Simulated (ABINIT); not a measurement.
Crystal: Si2W.

```
W Si
1.0
    -1.60690    1.60690    3.91495
     1.60690   -1.60690    3.91495
     1.60690    1.60690   -3.91495
W Si
1 2
Direct
  0.00000 0.00000 0.00000
  0.66530 0.66530 0.00000
  0.33470 0.33470 0.00000
```

```yaml
Program: ABINIT 10.8.3 (patched build)
Task: relaxation of cell and atoms
Functional: LDA
Potentials_or_basis: PseudoDojo NC SR LDA v0.4.1 standard
Cutoff: 952 eV
k_mesh: 9 × 9 × 9
Occupations: fermi-dirac, width 0.05 eV
Spin: no spin polarisation
```

At the start: pressure -6.2 GPa; volume 13.48 Å³/atom.

Question: How do energy, volume and symmetry change on relaxing?

Answer: Over 8 steps the energy falls by 7.2 meV/atom and the volume is 13.12 Å³/atom (-2.7 %); space group I4/mmm (No. 139, to 0.05 Å).

Step by step:
| step | energy change (eV) | largest force (eV/Å) | pressure (GPa) | volume (Å³) |
| --- | --- | --- | --- | --- |
| 1 | 0.0000 | 0.0889 | -6.22 | 40.44 |
| 2 | -0.0197 | 0.0198 | -1.92 | 39.67 |
| 3 | -0.0216 | 0.0090 | 0.06 | 39.34 |
| 4 | -0.0217 | 0.0064 | 0.00 | 39.35 |
| 5 | -0.0217 | 0.0032 | -0.01 | 39.35 |
| 6 | -0.0217 | 0.0025 | 0.00 | 39.35 |
| 7 | -0.0217 | 0.0006 | 0.00 | 39.35 |
| 8 | -0.0217 | 0.0001 | 0.00 | 39.35 |

Final structure:
```
CELL_PARAMETERS angstrom
-1.59201 1.59201 3.88114
1.59201 -1.59201 3.88114
1.59201 1.59201 -3.88114
ATOMIC_POSITIONS crystal
W 0.00000 0.00000 0.00000
Si 0.66520 0.66520 0.00000
Si 0.33480 0.33480 0.00000
```
